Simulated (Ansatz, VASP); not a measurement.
## AgCl in VASP and in Ansatz

```
Ag Cl
1.0
     2.79280   -2.79332   -0.00132
     2.79280    2.79332   -0.00132
    -0.00291    0.00000    5.65004
Ag Cl
2 2
Direct
  0.87494 0.87494 0.50005
  0.37507 0.37507 0.00009
  0.37493 0.37493 0.49996
  0.87507 0.87507 0.99990
```

Alike in both runs: functional PBE; k mesh 6 × 6 × 4; occupations gaussian, width 0.1 eV; no spin polarisation.

Ansatz relaxed the structure, and its values are those at the end. VASP's run is a single point on that final structure, the one shown.

```csv
,VASP,Ansatz
version,VASP 6.6.1,Ansatz 0.2.0
potentials or method,"VASP PAW PBE potentials, release 64 (Ag, Cl)","scalar-relativistic, plane waves, PAW"
plane-wave cutoff (eV),520,420
valence electrons in the cell,36,52
```

|  | VASP | Ansatz | Ansatz less VASP |
| --- | --- | --- | --- |
| gap on the k mesh at the Fermi level (eV) | 0.89 | 0.89 | +0.003 |
| least direct gap on the mesh (eV) | 2.72 | 2.73 | +0.005 |
| pressure (GPa) | 0.0 | 0.1 | +0.13 |

The functional is the same, so the differences come from potentials, cutoffs and numerics. The two sets of potentials don't hold the same shells in valence.

A k mesh can miss the band edges.
